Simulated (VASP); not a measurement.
# Ta (Im-3m) in VASP: notebook

One crystal, Ta, is run at these levels: PBE+D3(BJ); tasks: relaxation of the atoms.

All numbers are computed with VASP 6.6.1; they aren't measurements. Logs are shortened: lines on timing, memory, paths and dates and some standing lists are left out, and cuts for length are marked.

**1. The crystal as given**

It takes space group Im-3m (No. 229, cubic). The conventional cell has a = 3.288 Å, b = 3.288 Å, c = 3.288 Å, α = 90.00°, β = 90.00°, γ = 90.00°. Ta (site symmetry m-3m) is surrounded by 8 Ta at 2.85 Å.

**2. Relaxation of the atoms, PBE+D3(BJ) (a relaxed cell with its volume scaled by 0.96)**

INCAR reads:

```
PREC = Accurate
ENCUT = 600
EDIFF = 1E-7
ISMEAR = 1
SIGMA = 0.1
LREAL = False
LASPH = True
NELM = 80
ALGO = Normal
ISIF = 2
LWAVE = False
LCHARG = False
GGA = PE
IVDW = 12
IBRION = 2
NSW = 40
EDIFFG = -0.01
```

KPOINTS reads:

```
Automatic mesh
0
Gamma
  16 16 16
```

POSCAR reads:

```
Ta                                      
1.0
   -1.6216294793      1.6216294793      1.6216294793
    1.6216294793     -1.6216294793      1.6216294793
    1.6216294793      1.6216294793     -1.6216294793
  Ta            
     1
Direct
     0.0000000000000000    0.0000000000000000    0.0000000000000000
```

Potentials or basis: VASP PAW PBE potentials, release 64 (Ta_pv).

The run is started by

```sh
$ cat potpaw_PBE.64/Ta_pv/POTCAR > POTCAR
$ mpirun -np 1 vasp_std > vasp.out
```

OUTCAR:

```text
PREC = Accurate
   ENCUT = 600
   EDIFF = 1E-7
   ISMEAR = 1
   LREAL = False
   LASPH = True
   NELM = 80
   ISIF = 2
   GGA = PE
   IVDW = 12
   IBRION = 2
   NSW = 40
   EDIFFG = -0.01
 IVDW          = 12

 ion  position               nearest neighbor table
   1  0.000  0.000  0.000-

  LATTYP: Found a body centered cubic cell.
 ALAT       =     3.2432589586

  Lattice vectors:

 A1 = (  -1.6216294793,   1.6216294793,   1.6216294793)
 A2 = (   1.6216294793,  -1.6216294793,   1.6216294793)
 A3 = (   1.6216294793,   1.6216294793,  -1.6216294793)

Analysis of symmetry for initial positions (statically):
=====================================================================
 Subroutine PRICEL returns:
 Original cell was already a primitive cell.

 Routine SETGRP: Setting up the symmetry group for a
 body centered cubic supercell.

 Subroutine GETGRP returns: Found 48 space group operations
 (whereof 48 operations were pure point group operations)
 out of a pool of 48 trial point group operations.

The static configuration has the point symmetry O_h .

Analysis of symmetry for dynamics (positions and initial velocities):
=====================================================================
 Subroutine PRICEL returns:
 Original cell was already a primitive cell.

 Routine SETGRP: Setting up the symmetry group for a
 body centered cubic supercell.

 Subroutine GETGRP returns: Found 48 space group operations
 (whereof 48 operations were pure point group operations)
 out of a pool of 48 trial point group operations.

The dynamic configuration has the point symmetry O_h .

 Subroutine INISYM returns: Found 48 space group operations
 (whereof 48 operations are pure point group operations),
 and found     1 'primitive' translations

----------------------------------------------------------------------------------------

                                     Primitive cell

  volume of cell :      17.0575

  direct lattice vectors                    reciprocal lattice vectors
    -1.621629479  1.621629479  1.621629479     0.000000000  0.308331839  0.308331839
     1.621629479 -1.621629479  1.621629479     0.308331839  0.000000000  0.308331839
     1.621629479  1.621629479 -1.621629479     0.308331839  0.308331839  0.000000000

  length of vectors
     2.808744649  2.808744649  2.808744649     0.436047069  0.436047069  0.436047069

  position of ions in fractional coordinates (direct lattice)
     0.000000000  0.000000000  0.000000000

  ion indices of the primitive-cell ions
   primitive index   ion index
                 1           1

----------------------------------------------------------------------------------------

 KPOINTS: Automatic mesh

Automatic generation of k-mesh.
 Grid dimensions read from file:
 generate k-points for:   16   16   16

 Generating k-lattice:

  Cartesian coordinates                     Fractional coordinates (reciprocal lattice)
     0.000000000  0.019270740  0.019270740     0.062500000  0.000000000  0.000000000
     0.019270740  0.000000000  0.019270740     0.000000000  0.062500000  0.000000000
     0.019270740  0.019270740  0.000000000     0.000000000  0.000000000  0.062500000

  Length of vectors
     0.027252942  0.027252942  0.027252942

  Shift w.r.t. Gamma in fractional coordinates (k-lattice)
     0.000000000  0.000000000  0.000000000

 Subroutine IBZKPT returns following result:
 ===========================================

 Found    145 irreducible k-points:

 Following reciprocal coordinates:
            Coordinates               Weight
  0.000000  0.000000  0.000000      1.000000
  0.062500  0.000000  0.000000     12.000000
  0.125000  0.000000  0.000000     12.000000
  0.187500  0.000000  0.000000     12.000000
  0.250000  0.000000  0.000000     12.000000
  0.312500  0.000000  0.000000     12.000000
[... 16 lines left out ...]
  0.187500  0.187500  0.000000     24.000000
  0.250000  0.187500 -0.000000     48.000000
 [... further k-points ...]
   k-points           NKPTS =    145   k-points in BZ     NKDIM =    145   number of bands    NBANDS=      9
   number of dos      NEDOS =    301   number of ions     NIONS =      1
   total plane-waves  NPLWV =  13824
   dimension x,y,z NGX =    24 NGY =   24 NGZ =   24
   dimension x,y,z NGXF=    48 NGYF=   48 NGZF=   48
   ions per type =               1
   NGX,Y,Z   is equivalent  to a cutoff of  14.21, 14.21, 14.21 a.u.
   NGXF,Y,Z  is equivalent  to a cutoff of  28.41, 28.41, 28.41 a.u.
 SYSTEM =  unknown system
   PREC   = accura    normal or accurate (medium, high low for compatibility)
   ISTART =      0    job   : 0-new  1-cont  2-samecut
   ICHARG =      2    charge: 1-file 2-atom 10-const
   ISPIN  =      1    spin polarized calculation?
   LNONCOLLINEAR =      F non collinear calculations
   LSORBIT =      F    spin-orbit coupling
   LASPH  =      T    aspherical Exc in radial PAW
   ENCUT  =  600.0 eV  44.10 Ry    6.64 a.u.   5.61  5.61  5.61*2*pi/ulx,y,z
   NELM   =     80;   NELMIN=  2; NELMDL= -5     # of ELM steps
   EDIFF  = 0.1E-06   stopping-criterion for ELM
   LREAL  =      F    real-space projection
   EDIFFG = -.1E-01   stopping-criterion for IOM
   NSW    =     40    number of steps for IOM
   IBRION =      2    ionic relax: 0-MD 1-quasi-New 2-CG
   NFREE  =      1    steps in history (QN), initial steepest desc. (CG)
   ISIF   =      2    stress and relaxation
   ISYM   =      2    0-nonsym 1-usesym 2-fastsym
   POTIM  = 0.5000    time-step for ionic-motion
   TEBEG  =    0.0;   TEEND  =   0.0 temperature during run
   PSTRESS=    0.0 pullay stress
   NELECT =      11.0000    total number of electrons
   NUPDOWN=      -1.0000    fix difference up-down
   EMIN   =  10.00;   EMAX   =-10.00  energy-range for DOS
   EFERMI =   0.00;   METHOD = LEGACY
   ISMEAR =     1;   SIGMA  =   0.10  broadening in eV -4-tet -1-fermi 0-gaus
   EFERMI_NEDOS =   21; number of points for ismear=-14 and -15
   IALGO  =     38    algorithm
   IMIX   =      4    mixing-type and parameters
     AMIX     =   0.40;   BMIX     =  1.00
     AMIX_MAG =   1.60;   BMIX_MAG =  1.00
  volume/ion in A,a.u.               =      17.06       115.11
  Fermi-wavevector in a.u.,A,eV,Ry     =   1.414384  2.672799 27.218223  2.000483
  Thomas-Fermi vector in A             =   2.535932
   LORBIT       =      0    0 simple, 1 ext, 2 COOP (PROOUT), +10 PAW based schemes
   GGA     = PE    functional components
   LHFCALC =     F    Hartree Fock is set to
   AEXX    =    0.0000 exact exchange contribution
   IVDW    =    12    specifies the selected vdW correction
   LEPSILON=     F    determine dielectric tensor
   LRPA    =     F    only Hartree local field effects (RPA)
 conjugate gradient relaxation of ions
 non-spin polarized calculation
 Methfessel and Paxton  Order N= 1 SIGMA  =   0.10
  energy-cutoff  :      600.00
  volume of cell :       17.06
 maximum number of plane-waves:       586
   NGX = 11   NGY = 11   NGZ = 11

 number of electron      10.9999999 magnetization

 Free energy of the ion-electron system (eV)
  ---------------------------------------------------
  ext. energy  EPLUGINS =         0.00000000
  ---------------------------------------------------
  free energy    TOTEN  =       -11.75065118 eV

  energy without entropy =      -11.74987238  energy(sigma->0) =      -11.75039158

 E-fermi :   5.9173     XC(G=0): -12.8988

 val. band max:        5.9096683157   @ k =  -0.3125   0.4375   0.1250
 cond. band min:       5.9185243613   @ k =  -0.1875   0.1875   0.0625
 fundamental gap:      0.0088560456
 Fermi energy:         5.9172591012

 k-point     1 :       0.0000    0.0000    0.0000
  band No.  band energies     occupation
      1     -26.9154      2.00000
      2     -26.9154      2.00000
      3     -26.9154      2.00000
      4      -2.1853      2.00000
      5       6.6682     -0.00000
      6       6.6682     -0.00000
      7       6.6682     -0.00000
      8      10.1380      0.00000
      9      10.1380      0.00000

 k-point     2 :       0.0625    0.0000    0.0000
  band No.  band energies     occupation
      1     -26.9742      2.00000
      2     -26.9331      2.00000
      3     -26.9158      2.00000
      4      -1.9979      2.00000
      5       6.5446     -0.00000
      6       6.6324     -0.00000
      7       6.8521     -0.00000
      8       9.9336      0.00000
      9      10.1371      0.00000

 k-point     3 :       0.1250    0.0000    0.0000
  band No.  band energies     occupation
      1     -27.1389      2.00000
      2     -26.9834      2.00000
      3     -26.9169      2.00000
      4      -1.4630      2.00000
      5       6.2122     -0.00025
      6       6.4736     -0.00000
      7       7.3967     -0.00000
      8       9.5543      0.00000
      9      10.1487      0.00000

 k-point     4 :       0.1875    0.0000    0.0000
  band No.  band energies     occupation
      1     -27.3782      2.00000
      2     -27.0577      2.00000
      3     -26.9187      2.00000
      4      -0.6678      2.00000
      5       5.7604      2.04904
      6       6.1409     -0.00691
      7       8.2798      0.00000
      8       9.3854      0.00000
      9      10.2049      0.00000

 k-point     5 :       0.2500    0.0000    0.0000
  band No.  band energies     occupation
      1     -27.6502      2.00000
      2     -27.1441      2.00000
      3     -26.9208      2.00000
      4       0.2184      2.00000
      5       5.2822      2.00000
      6       5.8148      2.05496
      7       9.4610      0.00000
      8       9.5235      0.00000
      9      10.3354      0.00000

 k-point     6 :       0.3125    0.0000    0.0000
  band No.  band energies     occupation
      1     -27.9121      2.00000
      2     -27.2292      2.00000
      3     -26.9230      2.00000
      4       0.9281      2.00000
      5       4.8499      2.00000
      6       5.8559      1.85167
      7       9.8199      0.00000
      8      10.5480      0.00000
      9      10.8713      0.00000
[... 169 lines left out ...]
 k-point    21 :       0.3750    0.1250    0.0000
  band No.  band energies     occupation
      1     -28.2096      2.00000
      2     -27.4141      2.00000
      3     -27.0002      2.00000
      4       1.8492      2.00000
      5       4.3913      2.00000
      6       6.5540     -0.00000
      7       9.8765      0.00000
      8      11.2996      0.00000
      9      14.4158      0.00000

 k-point    22 :       0.4375    0.1250    0.0000
  band No.  band energies     occupation
      1     -28.2484      2.00000
      2     -27.4357      2.00000
      3     -27.0012      2.00000
      4       1.8400      2.00000
      5       4.3348      2.00000
      6       6.9127     -0.00000
      7       9.8438      0.00000
      8      11.4666      0.00000
      9      14.9794      0.00000

 k-point    23 :       0.1875    0.1875    0.0000
  band No.  band energies     occupation
      1     -27.8821      2.00000
      2     -27.2549      2.00000
      3     -27.0188      2.00000
      4       1.5121      2.00000
      5       4.8324      2.00000
      6       5.2381      2.00000
      7       9.1668      0.00000
      8      11.0016      0.00000
      9      11.5865      0.00000

 k-point    24 :       0.2500    0.1875   -0.0000
  band No.  band energies     occupation
      1     -28.0198      2.00000
      2     -27.3723      2.00000
      3     -27.0375      2.00000
      4       2.1522      2.00000
      5       4.5615      2.00000
      6       5.3140      2.00000
      7       9.4479      0.00000
      8      11.0932      0.00000
      9      13.1329      0.00000

 [... further k-points ...]

------------------------ aborting loop because EDIFF is reached ----------------------------------------

 Edisp (eV)   -0.70082

 E8    (eV) :    -0.3672

  FORCE on cell =-STRESS in cart. coord.  units (eV):
  Direction    XX          YY          ZZ          XY          YZ          ZX
  --------------------------------------------------------------------------------------
  -------------------------------------------------------------------------------------
  Total       0.94047     0.94047     0.94047     0.00000     0.00000    -0.00000
  in kB      88.33630    88.33630    88.33630     0.00000     0.00000    -0.00000
  external pressure =       88.34 kB  Pullay stress =        0.00 kB

 VOLUME and BASIS-vectors are now :
 -----------------------------------------------------------------------------
  energy-cutoff  :      600.00
  volume of cell :       17.06
      direct lattice vectors                 reciprocal lattice vectors
    -1.621629479  1.621629479  1.621629479     0.000000000  0.308331839  0.308331839
     1.621629479 -1.621629479  1.621629479     0.308331839  0.000000000  0.308331839
     1.621629479  1.621629479 -1.621629479     0.308331839  0.308331839  0.000000000

 POSITION                                       TOTAL-FORCE (eV/Angst)
 -----------------------------------------------------------------------------------
      0.00000      0.00000      0.00000        -0.000000     -0.000000      0.000000
 -----------------------------------------------------------------------------------
    total drift:                                0.000000      0.000000      0.000000

  FREE ENERGIE OF THE ION-ELECTRON SYSTEM (eV)
  ---------------------------------------------------
  free  energy   TOTEN  =       -12.4514691653 eV

  energy  without entropy=      -12.4506903685  energy(sigma->0) =      -12.45120957

 reached required accuracy - stopping structural energy minimisation
```

Wall time 9.2 s (1 thread of Intel Xeon Platinum 8488C (Sapphire Rapids), shared host); peak memory 0.17 GiB.

What came out:

| Property | Result |
| --- | --- |
| Free energy | -12.4515 eV |
| Pressure after relaxing | 8.8 GPa |
| Band gap on the k mesh | none (metal or under the smearing width) |
| Dispersion energy per atom | -0.701 eV |

Final structure:
```
Ta
1.0
    -1.62163    1.62163    1.62163
     1.62163   -1.62163    1.62163
     1.62163    1.62163   -1.62163
Ta
1
Direct
  0.00000 0.00000 0.00000
```

Caveat: the relaxation stopped at its first step, so nothing moved; pairwise dispersion overbinds metals, which lowers pressure and volume. Spin-orbit coupling is left out, which matters for the levels of Ta.

**3. Relaxation of the atoms, PBE+D3(BJ) (a relaxed cell with its volume scaled by 0.98)**

INCAR is that of step 2.

KPOINTS is that of step 2.

POSCAR reads:

```
Ta                                      
1.0
   -1.6328134843      1.6328134843      1.6328134843
    1.6328134843     -1.6328134843      1.6328134843
    1.6328134843      1.6328134843     -1.6328134843
  Ta            
     1
Direct
     0.0000000000000000    0.0000000000000000    0.0000000000000000
```

Potentials or basis: VASP PAW PBE potentials, release 64 (Ta_pv).

The run is started by

```sh
$ cat potpaw_PBE.64/Ta_pv/POTCAR > POTCAR
$ mpirun -np 1 vasp_std > vasp.out
```

It took 9.5 s on 1 thread of Intel Xeon Platinum 8488C (Sapphire Rapids), shared host; peak memory 0.17 GiB.

It converged, with:

- Free energy: -12.4659 eV
- Pressure after relaxing: 4.2 GPa
- Band gap on the k mesh: none (metal or under the smearing width)
- Dispersion energy per atom: -0.686 eV

Final structure:
```xyz
1
Lattice="-1.6328 1.6328 1.6328 1.6328 -1.6328 1.6328 1.6328 1.6328 -1.6328" Properties=species:S:1:pos:R:3 pbc="T T T"
Ta    0.0000    0.0000    0.0000
```

Levels at points of the mesh, in eV from the Fermi level:
```
           k point  band 3  band 4  band 5  band 6  band 7  band 8
(0.00, 0.00, 0.00)  -32.92   -8.02    0.75    0.75    0.75    4.15
(0.50, 0.00, 0.00)  -32.93   -4.51   -1.62    1.77    4.06    5.12
(0.50, 0.50, 0.50)  -33.82   -3.99   -3.99    7.14    7.14    7.14
```

Caveat: the relaxation stopped at its first step, so nothing moved; pairwise dispersion overbinds metals, which lowers pressure and volume. Spin-orbit coupling is left out, which matters for the levels of Ta.

(Continued in part 2 of 2.)
